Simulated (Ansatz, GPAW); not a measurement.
Given: the input of a run of Ansatz 0.2.0 on TiC. The cell is a database's computed one, not the measured one.

input.yaml

```yaml
crystal:
  lattice:
    - [0.0, 2.1657188437, 2.1657188437]
    - [2.1657188437, 0.0, 2.1657188437]
    - [2.1657188437, 2.1657188437, 0.0]
  atoms:
    - { symbol: Ti, position: [0.0, 0.0, 0.0] }
    - { symbol: C, position: [0.5, 0.5, 0.5] }
kpoints:
  mp_grid: { grid: [11, 11, 11] }
scf:
  occupations: { method: gaussian, width: 0.014 }
hamiltonian:
  xc: pbe
  pseudopotentials: { kind: all_electron, lapw: { basis_error: 0.001 } }
output:
  forces: true
  stress: true
  eigenvalues: true
```

Potentials or basis: all-electron LAPW, scalar-relativistic.

Run with:

```sh
$ ansatz run input.yaml --threads 1 --pin off --max-ram 3072MiB --backend cpu --events-out ev --progress --plain --runs-dir out
```

Q: What does the same run look like in GPAW 26.7.0 (ASE script)? Potentials or basis there: GPAW PAW data sets (gpaw-data 1.2.1), cutoff 800 eV.

A: As run (cutoffs and basis follow the program's own potentials, and thresholds, step limits or extra output files can differ):

The input run.py:

```python
from ase import Atoms
from ase.dft.bandgap import bandgap
from ase.io import write
from ase.units import GPa
from gpaw import GPAW, PW

atoms = Atoms(['Ti', 'C'],
              cell=[[0.0, 2.1657188437, 2.1657188437],
                    [2.1657188437, 0.0, 2.1657188437],
                    [2.1657188437, 2.1657188437, 0.0]],
              scaled_positions=[[0.0, 0.0, 0.0],
                                [0.5, 0.5, 0.5]],
              pbc=True)

calc = GPAW(mode=PW(800),
            xc='PBE',
            kpts={'size': (11, 11, 11), 'gamma': True},
            occupations={'name': 'methfessel-paxton', 'order': 0, 'width': 0.014},
            nbands=18,
            convergence={'density': 1e-05, 'energy': 1e-05},
            maxiter=150,
            txt='gpaw.txt')
atoms.calc = calc
energy = atoms.get_potential_energy()
forces = atoms.get_forces()
stress = atoms.get_stress()
calc.write('gs.gpw')
write('result.traj', atoms)
print(f'Energy: {energy:.6f} eV')
print('Forces (eV/A):')
print(forces.round(4))
print('Stress (GPa):', (stress / GPa).round(3))
print('Fermi level:', round(calc.get_fermi_level(), 4), 'eV')
print(f'Gap: {bandgap(calc)[0]:.4f} eV, direct: {bandgap(calc, direct=True)[0]:.4f} eV')
```

Potentials or basis: GPAW PAW data sets (gpaw-data 1.2.1), pw.

Run with:

```bash
$ OMP_NUM_THREADS=1 python run.py
```

Both were run:

|  | Ansatz | GPAW |
| --- | --- | --- |
| Pressure | 0.2 GPa | 0.9 GPa |

Where Ansatz's input types no cutoff or centring, it takes its own default and a Γ-centred mesh.

Pressure is positive in compression.
